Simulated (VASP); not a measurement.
Method: PBEsol GGA, VASP's PBE PAW potentials (set 64) (plane waves; VASP).

VASP ran on this input.

POSCAR:
```
ZrO2
1
    0.0000000000     2.5336762499     2.5336762499
    2.5336762499     0.0000000000     2.5336762499
    2.5336762499     2.5336762499     0.0000000000
Zr O
1 2
Direct
  0.0000000000   0.0000000000   0.0000000000
  0.2500000000   0.2500000000   0.2500000000
  0.7500000000   0.7500000000   0.7500000000
```

INCAR:
```
SYSTEM = ZrO2
PREC = Accurate; ENCUT = 520; LREAL = .False.
LASPH = .True.; ICHARG = 11
EDIFF = 1E-7; NELM = 100; ALGO = Normal
LMAXMIX = 4
ISMEAR = 0; SIGMA = 0.05
GGA = PS
LWAVE = .False.; LCHARG = .False.; LORBIT = 11
```

**KPOINTS**
```
k-points along high-symmetry lines
15
Line-mode
Reciprocal
  0.000000   0.000000   0.000000 ! GAMMA
  0.500000   0.000000   0.500000 ! X

  0.500000   0.000000   0.500000 ! X
  0.625000   0.250000   0.625000 ! U

  0.375000   0.375000   0.750000 ! K
  0.000000   0.000000   0.000000 ! GAMMA

  0.000000   0.000000   0.000000 ! GAMMA
  0.500000   0.500000   0.500000 ! L

  0.500000   0.500000   0.500000 ! L
  0.500000   0.250000   0.750000 ! W

  0.500000   0.250000   0.750000 ! W
  0.500000   0.000000   0.500000 ! X
```

POTCAR, in this order: Zr_sv O (PBE.64 set). Program: vasp_std. Read from the step before: CHGCAR.

Output

OSZICAR:
```
       N       E                     dE             d eps       ncg     rms          rms(c)
DAV:   1     0.184851366184E+03    0.18485E+03   -0.14657E+04  2888   0.154E+03
DAV:   2    -0.217851068964E+02   -0.20664E+03   -0.20378E+03  3880   0.385E+02
DAV:   3    -0.293726216836E+02   -0.75875E+01   -0.75790E+01  4288   0.709E+01
DAV:   4    -0.295302733392E+02   -0.15765E+00   -0.15762E+00  3952   0.819E+00
DAV:   5    -0.295328735452E+02   -0.26002E-02   -0.26002E-02  3832   0.808E-01
DAV:   6    -0.295329122822E+02   -0.38737E-04   -0.38737E-04  4008   0.837E-02
DAV:   7    -0.295329125597E+02   -0.27756E-06   -0.27756E-06  3928   0.791E-03
DAV:   8    -0.295329125620E+02   -0.22442E-08   -0.22493E-08  3200   0.764E-04
   1 F= -.29532913E+02 E0= -.29532913E+02  d E =-.252292E-15
```

OUTCAR:
```
 val. band max:        7.2411742064   @ k =   0.5000   0.0000   0.5000

 cond. band min:      10.5574690733   @ k =   0.0000   0.0000   0.0000



 k-point     1 :       0.0000    0.0000    0.0000
  band No.  band energies     occupation
      1     -40.6473      2.00000
      2     -18.5105      2.00000
      3     -18.5105      2.00000
      4     -18.5105      2.00000
      5     -10.9635      2.00000
      6      -8.3014      2.00000
      7       1.8770      2.00000
      8       1.8770      2.00000
      9       1.8770      2.00000
     10       6.6958      2.00000
     11       6.6958      2.00000
     12       6.6958      2.00000
     13      10.5575      0.00000
     14      10.5575      0.00000
     15      13.7116      0.00000
     16      16.8055      0.00000

 k-point     2 :       0.0357    0.0000    0.0357
  band No.  band energies     occupation
      1     -40.6465      2.00000
      2     -18.5225      2.00000
      3     -18.5129      2.00000
      4     -18.5129      2.00000
      5     -10.9365      2.00000
      6      -8.3214      2.00000
      7       1.8927      2.00000
      8       1.8927      2.00000
      9       1.9309      2.00000
     10       6.5685      2.00000
     11       6.7004      2.00000
     12       6.7004      2.00000
     13      10.5724      0.00000
     14      10.6193      0.00000
     15      13.7772      0.00000
     16      16.7561      0.00000

 k-point     3 :       0.0714    0.0000    0.0714
  band No.  band energies     occupation
      1     -40.6439      2.00000
      2     -18.5576      2.00000
      3     -18.5200      2.00000
      4     -18.5200      2.00000
      5     -10.8573      2.00000
      6      -8.3797      2.00000
      7       1.9397      2.00000
      8       1.9397      2.00000
      9       2.0900      2.00000
     10       6.2226      2.00000
     11       6.7126      2.00000
     12       6.7126      2.00000
     13      10.6169      0.00000
     14      10.7749      0.00000
...
```

The density is held fixed in this step, so its total energy and stress have no physical meaning.

The compound is ZrO2 in the fluorite structure, the high-temperature cubic form, which is unstable at 0 K; the monoclinic form is the stable one. It was relaxed first.
